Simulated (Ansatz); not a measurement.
# Pb (P6_3/mmc) in Ansatz: notebook

One crystal, Pb, is run at these levels: LDA; tasks: single point, equation of state.

Everything below comes from runs of Ansatz 0.2.0. Logs are shortened: lines on timing, memory, paths and dates and some standing lists are left out, and cuts for length are marked.

## 1. Starting point

It takes space group P6_3/mmc (No. 194, hexagonal). The conventional cell has a = 3.480 Å, b = 3.480 Å, c = 5.590 Å, α = 90.00°, β = 90.00°, γ = 120.00°. Pb (site symmetry -6m2) is surrounded by 12 Pb at 3.44 to 3.48 Å.

This isn't the form of Pb at room conditions, which is fcc.

## 2. Single point, LDA, 27.55 Å³/atom (volume scaled by 0.94)

Input file input.yaml:

```yaml
crystal:
  lattice:
    - [3.4089596583, 0.0, 0.0]
    - [-1.7044798292, 2.9522456646, 0.0]
    - [0.0, 0.0, 5.4758863477]
  atoms:
    - { symbol: Pb, position: [0.6666666667, 0.3333333333, 0.75] }
    - { symbol: Pb, position: [0.3333333333, 0.6666666667, 0.25] }
hamiltonian:
  xc: lda
  pseudopotentials: { kind: paw }
kpoints:
  mp_grid: { grid: [9, 9, 5] }
scf:
  occupations: { method: fermi_dirac, width: 0.05 }
output:
  forces: true
  stress: true
  eigenvalues: true
  write_density: true
  write_potential: true
  elf: true
  volumetric_format: npy
```

Potentials or basis: Ansatz PAW.

Started as:

```
$ ansatz run input.yaml --threads 2 --pin off --max-ram 5632MiB --backend cpu --events-out ev --progress --plain --runs-dir out
```

Output:

```text
Warning: RAYON_NUM_THREADS=2 ignored (pool sized by the plan → 2); use --threads N
Engine: ansatz 0.2.0, aarch64-unknown-linux-gnu
Pseudopotentials: kind: paw
Pseudopotential: Pb, paw, valence charge 14, recommended cutoff 420 eV (normal), Pb.paw.azcp
Functional definition: SPW92
  exchange = slater_x
  correlation = pw_c
Crystal: 2 atoms, lattice volume = 55.110 Å³
Basis set: ecut = 420 eV, 1087 PW (Γ)
Bands: 18, of which v1, the nominal top of the filled ones, is band 14 counted from 1 (13 counted from 0)
Symmetry: 24 space group operations
Space group: P63/mmc (ITA 194), of the structure as read, at distance tolerance 3.8e-5 Å
k-points: 36 of 405
Non-local potential: Pb, projectors of the file, l = 0: 2, l = 1: 2, l = 2: 2, l = 3: 2
PAW form: soft (Blöchl's): semilocal exchange-correlation on the pseudo side does not see the compensation charge
PAW frozen core: Pb, regenerated for the run's functional, and the local potential with it (the file was generated under x = pbe(κ = 0.804, μ = 0.2195149727645171), c = pbe(β = 0.06672455060314922))
PAW one-centre angular grid: Pb, 590 points (default); XC on 64 Gauss nodes
Initial density: superposition of atomic densities (neutral atoms: chi_scale 0, normalization atom), corrected by the library's trained network
Initial wavefunctions: pseudopotential atomic-orbital guess
Functional: x = slater, c = lda
SCF iter   1: F=—  HF=-23204.644180 eV  |F-HF|=—  |Δ(HF+E_count)|=         —  Δρ=5.47e-3  dr2=1.07e-2  ethr=1.77e-3  ⟨swp⟩=6.5  Hψ=3265  notcnv=0
preconditioner: auto → Resta (q_TF=auto, 2.437 Å⁻¹)  ε∞=3.4  [insulator: Δε(μ)=0.179 eV  Ē_g=17.038 eV  σ=0.050 eV  W_gap=0.60  n_scr=22 (ndim 8)  ℏωp=26.5 eV  f_vac=0.000  D(μ)=0.92/eV (n_scr^D=2)  ε∞_Penn≈3.4]
SCF iter   2: F=—  HF=-23204.639071 eV  |F-HF|=—  |Δ(HF+E_count)|=   5.11e-3  Δρ=2.71e-3  dr2=2.72e-3  ethr=3.82e-5  ⟨swp⟩=1.8  Hψ=1071  notcnv=0  defer=2
SCF iter   3: F=—  HF=-23204.638172 eV  |F-HF|=—  |Δ(HF+E_count)|=   8.99e-4  Δρ=3.97e-4  dr2=1.00e-4  ethr=9.72e-6  ⟨swp⟩=2.0  Hψ=1057  notcnv=0  defer=2
SCF iter   4: F=—  HF=-23204.638180 eV  |F-HF|=—  |Δ(HF+E_count)|=   7.67e-6  Δρ=4.77e-4  dr2=8.63e-5  ethr=3.59e-7  ⟨swp⟩=2.0  Hψ=1141  notcnv=0  defer=2
SCF iter   5: F=—  HF=-23204.638150 eV  |F-HF|=—  |Δ(HF+E_count)|=   2.97e-5  Δρ=2.12e-4  dr2=1.70e-5  ethr=3.08e-7  ⟨swp⟩=2.1  Hψ=1090  notcnv=0  defer=2
SCF iter   6: F=—  HF=-23204.638143 eV  |F-HF|=—  |Δ(HF+E_count)|=   6.97e-6  Δρ=5.17e-5  dr2=9.94e-7  ethr=6.07e-8  ⟨swp⟩=2.0  Hψ=1052  notcnv=0  defer=2
SCF iter   7: F=-23204.638143 eV  HF=-23204.638143 eV  |F-HF|=9.74e-9  |Δ(HF+E_count)|=   4.10e-7  Δρ=6.26e-6  dr2=1.25e-8  ethr=3.57e-10  ⟨swp⟩=8.7  Hψ=4682  notcnv=0
SCF 1 converged in 7 iterations: F = -23204.638143 eV  dr2 = 1.25e-8
SCF converged after 7 iterations
Free energy (F): -23204.638143 eV
Harris-Foulkes:  -23204.638143 eV  (|F-HF|=9.74e-9)
Internal energy: -23204.629522 eV  (E = F + TS)
E sigma→0 (E₀):  -23204.633833 eV
Entropy (-TS):   -0.008621 eV (-4.310 meV/atom)
Fermi energy:    12.042380 eV
--- Per-component energies (eV) ---
  E_band       = -43.191626
  E_kinetic    = 582.462647
  E_local      = -1910.561207  (includes V_loc(G=0)·N_el)
  E_nonlocal   = 707.392666
  E_hartree    = 760.313650
  E_xc         = -440.105885
  E_vxc        = -269.411820  (∫ρ·V_xc dr)
  E_paw        = -20205.338520  (= ΣΔE_a)
  E_vpaw       = -673.706281  (= ΣTr[D̂ρ^β])
  E_aug_tail   = 0.000089  (compensation charges beyond the density's cutoff)
  E_ewald      = -2698.637536
  E_core_change = -0.155427  (= ΣΔE_core)
  E_smearing   = -0.008621  (= −TS)
  E_closure    = 0.000000  (closes the sum)
  Σ components = -23204.638143   (vs F -23204.638143, Δ=0.00e0)
--- Forces (eV/Å), atoms counted from 1 ---
  atom   1  Pb    -0.00000000     0.00000000     0.00000000
  atom   2  Pb     0.00000000    -0.00000000    -0.00000000
  max |Σ_I F_I| component: 3.70e-17 eV/Å
--- Stress (GPa, compression-positive) ---
        1.284967      -0.000000       0.000000
        0.000000       1.284967       0.000000
        0.000000       0.000000       6.098327
  P = ⅓ Tr σ = 2.8894 GPa (28.894 kbar)
--- Band table (eV; the first three rows and the last of 36) ---
  k-point 0: bands = ["-5.0400", "-4.9653", "-4.9644", "-4.9644", "-4.9332", "-4.9332", "-4.8700", "-4.8700", "-4.6325", "-4.6325", "-0.4024", "3.9492", "7.4515", "17.9261", "17.9261", "19.9714", "19.9714", "20.6959"]
  k-point 1: bands = ["-5.0292", "-4.9825", "-4.9825", "-4.9678", "-4.9463", "-4.9463", "-4.8262", "-4.8262", "-4.6451", "-4.6451", "-0.1846", "2.9770", "8.8712", "18.0993", "18.0993", "18.3596", "19.7658", "19.7658"]
  k-point 2: bands = ["-5.0039", "-4.9907", "-4.9907", "-4.9799", "-4.9734", "-4.9734", "-4.7507", "-4.7507", "-4.6850", "-4.6850", "0.4738", "1.5643", "11.6155", "14.8744", "18.5783", "18.5783", "19.2205", "19.2205"]
  k-point 35: bands = ["-5.0288", "-5.0288", "-4.9547", "-4.8354", "-4.8234", "-4.8234", "-4.7978", "-4.7945", "-4.6254", "-4.6254", "4.9659", "4.9659", "9.3891", "9.3891", "9.8789", "10.9472", "17.0627", "17.0627"]
```

rho_z.tsv:

```text
# z_ang	rho[e/angstrom^3]
# format = ansatz-planar-average/11
# lattice	3.408959658	0.000000000	0.000000000
# lattice	-1.704479829	2.952245665	0.000000000
# lattice	0.000000000	0.000000000	5.475886348
# sites	2
# site	82	1.704479829	0.984081888	4.106914761
# site	82	-0.000000000	1.968163776	1.368971587
0.000000	1.275360e-1
0.136897	1.345320e-1
0.273794	1.571099e-1
0.410691	1.998955e-1
0.547589	2.721775e-1
0.684486	3.856403e-1
[... 32 lines left out ...]
5.202092	1.571099e-1
5.338989	1.345320e-1
```

Run time: 1.4 s. Hardware: 2 threads of Arm Neoverse V1, shared host; peak memory 0.32 GiB.

What came out:

| Item | Value |
| --- | --- |
| Free energy | -23204.6381 eV |
| Pressure | 2.9 GPa |
| Band gap on the k mesh | none (metal or under the smearing width) |

Caveat: the PAW data sets come from PBE, with cores solved anew for the run's functional, which leaves a small shift of forces and pressure.

## 3. Single point, LDA, 28.14 Å³/atom (volume scaled by 0.96)

input.yaml: that of step 2 with these lines changed.

```diff
@@ -2,5 +2,5 @@
   lattice:
-    - [3.4089596583, 0.0, 0.0]
-    - [-1.7044798292, 2.9522456646, 0.0]
-    - [0.0, 0.0, 5.4758863477]
+    - [3.4329672075, 0.0, 0.0]
+    - [-1.7164836037, 2.9730368121, 0.0]
+    - [0.0, 0.0, 5.5144501982]
   atoms:
@@ -19,5 +19 @@
   eigenvalues: true
-  write_density: true
-  write_potential: true
-  elf: true
-  volumetric_format: npy
```

Potentials or basis: Ansatz PAW.

Started as:

```
$ ansatz run input.yaml --threads 2 --pin off --max-ram 5632MiB --backend cpu --events-out ev --progress --plain --runs-dir out
```

Run time: 1.1 s. Hardware: 2 threads of Arm Neoverse V1, shared host; peak memory 0.31 GiB.

Results (log left out):

| Item | Value |
| --- | --- |
| Free energy | -23204.6544 eV |
| Pressure | 1.6 GPa |
| Band gap on the k mesh | none (metal or under the smearing width) |

Caveat: the PAW data sets come from PBE, with cores solved anew for the run's functional, which leaves a small shift of forces and pressure.

## 4. Single point, LDA, 28.73 Å³/atom (volume scaled by 0.98)

input.yaml: that of step 3 with these lines changed.

```diff
@@ -2,5 +2,5 @@
   lattice:
-    - [3.4329672075, 0.0, 0.0]
-    - [-1.7164836037, 2.9730368121, 0.0]
-    - [0.0, 0.0, 5.5144501982]
+    - [3.4566435916, 0.0, 0.0]
+    - [-1.7283217958, 2.9935411621, 0.0]
+    - [0.0, 0.0, 5.552482091]
   atoms:
```

Started as:

```
$ ansatz run input.yaml --threads 2 --pin off --max-ram 5632MiB --backend cpu --events-out ev --progress --plain --runs-dir out
```

It took 1.2 s on 2 threads of Arm Neoverse V1, shared host; peak memory 0.31 GiB.

Results (log left out):

- Free energy: -23204.6617 eV
- Pressure: 0.4 GPa
- Band gap on the k mesh: none (metal or under the smearing width)

Caveat: the PAW data sets come from PBE, with cores solved anew for the run's functional, which leaves a small shift of forces and pressure.

## 5. Single point, LDA, 29.31 Å³/atom

input.yaml: that of step 4 with these lines changed.

```diff
@@ -2,5 +2,5 @@
   lattice:
-    - [3.4566435916, 0.0, 0.0]
-    - [-1.7283217958, 2.9935411621, 0.0]
-    - [0.0, 0.0, 5.552482091]
+    - [3.48, 0.0, 0.0]
+    - [-1.74, 3.0137684052, 0.0]
+    - [0.0, 0.0, 5.59]
   atoms:
```

Started as:

```
$ ansatz run input.yaml --threads 2 --pin off --max-ram 5632MiB --backend cpu --events-out ev --progress --plain --runs-dir out
```

Wall time 1.2 s (2 threads of Arm Neoverse V1, shared host); peak memory 0.31 GiB.

The run converged. Its results:

```
Free energy            : -23204.6612 eV
Pressure               : -0.6 GPa
Band gap on the k mesh : none (metal or under the smearing width)
```

Caveat: the PAW data sets come from PBE, with cores solved anew for the run's functional, which leaves a small shift of forces and pressure.

## 6. Single point, LDA, 29.90 Å³/atom (volume scaled by 1.02)

input.yaml: that of step 5 with these lines changed.

```diff
@@ -2,5 +2,5 @@
   lattice:
-    - [3.48, 0.0, 0.0]
-    - [-1.74, 3.0137684052, 0.0]
-    - [0.0, 0.0, 5.59]
+    - [3.5030470293, 0.0, 0.0]
+    - [-1.7515235146, 3.033727718, 0.0]
+    - [0.0, 0.0, 5.6270209464]
   atoms:
```

Potentials or basis: Ansatz PAW.

Started as:

```
$ ansatz run input.yaml --threads 2 --pin off --max-ram 5632MiB --backend cpu --events-out ev --progress --plain --runs-dir out
```

Wall time 1.2 s (2 threads of Arm Neoverse V1, shared host); peak memory 0.31 GiB.

The run converged. Its results:

| Item | Value |
| --- | --- |
| Free energy | -23204.6538 eV |
| Pressure | -1.4 GPa |
| Band gap on the k mesh | none (metal or under the smearing width) |

Caveat: the PAW data sets come from PBE, with cores solved anew for the run's functional, which leaves a small shift of forces and pressure.

## 7. Single point, LDA, 30.49 Å³/atom (volume scaled by 1.04)

input.yaml: that of step 6 with these lines changed.

```diff
@@ -2,5 +2,5 @@
   lattice:
-    - [3.5030470293, 0.0, 0.0]
-    - [-1.7515235146, 3.033727718, 0.0]
-    - [0.0, 0.0, 5.6270209464]
+    - [3.5257947253, 0.0, 0.0]
+    - [-1.7628973626, 3.0534278007, 0.0]
+    - [0.0, 0.0, 5.6635610674]
   atoms:
@@ -19 +19,5 @@
   eigenvalues: true
+  write_density: true
+  write_potential: true
+  elf: true
+  volumetric_format: npy
```

Started as:

```
$ ansatz run input.yaml --threads 2 --pin off --max-ram 5632MiB --backend cpu --events-out ev --progress --plain --runs-dir out
```

Wall time 1.6 s (2 threads of Arm Neoverse V1, shared host); peak memory 0.32 GiB.

The run converged. Its results:

* Free energy: -23204.6403 eV
* Pressure: -2.2 GPa
* Band gap on the k mesh: none (metal or under the smearing width)

Caveat: the PAW data sets come from PBE, with cores solved anew for the run's functional, which leaves a small shift of forces and pressure.

## 8. Single point, LDA, 31.07 Å³/atom (volume scaled by 1.06)

input.yaml: that of step 7 with these lines changed.

```diff
@@ -2,5 +2,5 @@
   lattice:
-    - [3.5257947253, 0.0, 0.0]
-    - [-1.7628973626, 3.0534278007, 0.0]
-    - [0.0, 0.0, 5.6635610674]
+    - [3.548252622, 0.0, 0.0]
+    - [-1.774126311, 3.0728769098, 0.0]
+    - [0.0, 0.0, 5.6996356773]
   atoms:
@@ -19,5 +19 @@
   eigenvalues: true
-  write_density: true
-  write_potential: true
-  elf: true
-  volumetric_format: npy
```

Started as:

```
$ ansatz run input.yaml --threads 2 --pin off --max-ram 5632MiB --backend cpu --events-out ev --progress --plain --runs-dir out
```

Run time: 1.2 s. Hardware: 2 threads of Arm Neoverse V1, shared host; peak memory 0.32 GiB.

Results (log left out):

- Free energy: -23204.6215 eV
- Pressure: -2.9 GPa
- Band gap on the k mesh: none (metal or under the smearing width)

Caveat: the PAW data sets come from PBE, with cores solved anew for the run's functional, which leaves a small shift of forces and pressure.

## 9. Equation of state, LDA

Potentials or basis: Ansatz PAW.

This step only gathers the single runs of the series.

Results:

| Property | Result |
| --- | --- |
| Equilibrium volume | 28.98 Å³/atom |
| Bulk modulus at fixed shape and positions | 50 GPa |
| Pressure derivative of the bulk modulus | 5.4 |

Energy against volume, from the lowest point:
| volume (Å³/atom) | energy (meV/atom) |
| --- | --- |
| 27.555 | 11.79 |
| 28.141 | 3.65 |
| 28.727 | 0.00 |
| 29.314 | 0.27 |
| 29.900 | 3.98 |
| 30.486 | 10.71 |
| 31.073 | 20.10 |

Caveat: the cell was scaled at fixed shape and fractional positions, which overstates the stiffness of a crystal with free parameters, most of all of layers and chains. Spin-orbit coupling is left out, which matters for the levels of Pb.
